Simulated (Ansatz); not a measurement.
Reactions of CH$_{4}$BIO$_{2}$, SMILES `OB(O)CI`.

Calculated with Ansatz (gas phase, PBE0-D4/def2-TZVP geometries, no zero-point term in ΔE). CCSD(T)/CBS adds triple-zeta CCSD(T) − MP2 to the extrapolated MP2 energy (def2 sets, frozen cores). This one scheme is used for every species. Elements past krypton have def2 core potentials. For I, Te outer-core shells are correlated without core-valence functions, which leaves a few kJ/mol of doubt a bond. One conformer a species, not always the lowest.

Question: Order these by ΔE at CCSD(T)/CBS, lowest first. (Best estimate.)
A. `OB(O)CI` + `CSS` → `CSSB(O)O` + `CI`
B. `OB(O)CI` + H–F → `FCI` + `OBO`
C. `OB(O)CI` + `C[SiH2]O` → `C[SiH2]OB(O)O` + `CI`
D. `OB(O)CI` + `FC(F)(F)[TeH]` → `OB(O)[Te]C(F)(F)F` + `CI`
E. `OB(O)CI` + `C1=CCC=C1` → `OB(O)C1=CCC=C1` + `CI`

Answer: C (-1.36 eV), A (-0.71 eV), D (-0.53 eV), E (-0.23 eV), B (+1.05 eV).

Largest T1 diagnostic: 0.013, for `OB(O)[Te]C(F)(F)F`.
